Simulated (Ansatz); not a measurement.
# GaN: equation of state with PBE

The system is GaN.

```
CELL_PARAMETERS angstrom
0.00000 2.25350 2.25350
2.25350 0.00000 2.25350
2.25350 2.25350 0.00000
ATOMIC_POSITIONS crystal
Ga 0.00000 0.00000 0.00000
N 0.25000 0.25000 0.25000
```

The cell is a database's computed one.

```
Program             : Ansatz 0.2.0
Task                : equation of state
Functional          : PBE
Potentials or basis : Ansatz PAW small core
Cutoff              : 420 eV
Density cutoff      : 1680 eV
k mesh              : 10 × 10 × 10
Occupations         : fermi-dirac, width 0.05 eV
Spin                : no spin polarisation
```

```
Equilibrium volume                      : 11.76 Å³/atom
Bulk modulus                            : 172 GPa
Pressure derivative of the bulk modulus : 4.4
```

Energy against volume, from the lowest point:
| volume (Å³/atom) | energy (meV/atom) |
| --- | --- |
| 10.757 | 53.93 |
| 10.986 | 30.81 |
| 11.215 | 14.58 |
| 11.444 | 4.55 |
| 11.673 | 0.00 |
| 11.902 | 0.49 |
| 12.131 | 5.47 |

All runs of the series together: 3.9 s on 2 threads of INTEL(R) XEON(R) PLATINUM 8581C CPU @ 2.30GHz (Emerald Rapids), on a shared host.
